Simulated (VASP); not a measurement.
Set up this calculation in VASP 6.6.1, as the native input.

```yaml
Task: single point
Functional: PBE
Potentials_or_basis: VASP PAW PBE potentials, release 64 (Al, O)
Cutoff: 520 eV
k_mesh: 6 × 6 × 6
Occupations: gaussian, width 0.02 eV
Spin: no spin polarisation
Dipole_correction: no
Further_INCAR_settings: ALGO = Fast; EDIFF = 1e-06; NBANDS = 35
```

The structure of Al2O3 (Corundum) lies in POSCAR:

```
Al2O3
1.0
    2.4043547030      1.3881548350      4.3744984162
   -2.4043547030      1.3881548350      4.3744984162
    0.0000000000     -2.7763096700      4.3744984161
Al O
4 6
Direct
    0.3521453522      0.3521453522      0.3521453522
    0.1478546478      0.1478546478      0.1478546478
    0.6478546478      0.6478546478      0.6478546478
    0.8521453522      0.8521453522      0.8521453522
    0.5561715154      0.9438284846      0.2500000000
    0.2500000000      0.5561715154      0.9438284846
    0.9438284846      0.2500000000      0.5561715154
    0.4438284846      0.0561715154      0.7500000000
    0.7500000000      0.4438284846      0.0561715154
    0.0561715154      0.7500000000      0.4438284846
```

One way to write it, as run:

INCAR

```
SYSTEM = Al2O3
ALGO = Fast
EDIFF = 1E-6
ENCUT = 520
GGA = PE
ISIF = 2
ISMEAR = 0
LASPH = .True.
LCHARG = .False.
LREAL = .False.
LWAVE = .False.
NBANDS = 35
NELM = 100
PREC = Accurate
SIGMA = 0.02
```

KPOINTS

```
k-points
0
Gamma
  6 6 6
  0 0 0
```

Potentials or basis: VASP PAW PBE potentials, release 64 (Al, O).

The run is started by

```sh
$ cat potpaw_PBE.64/Al/POTCAR potpaw_PBE.64/O/POTCAR > POTCAR
$ mpirun -np 1 vasp_std > vasp.out
```

It gave:

```
Pressure               : -0.1 GPa
Largest force          : 0.004 eV/Å
Band gap on the k mesh : 5.85 eV, direct
```

Wall time 70 s on 1 thread of Intel(R) Xeon(R) 6975P-C (Granite Rapids) (shared host), peak memory 0.26 GiB.
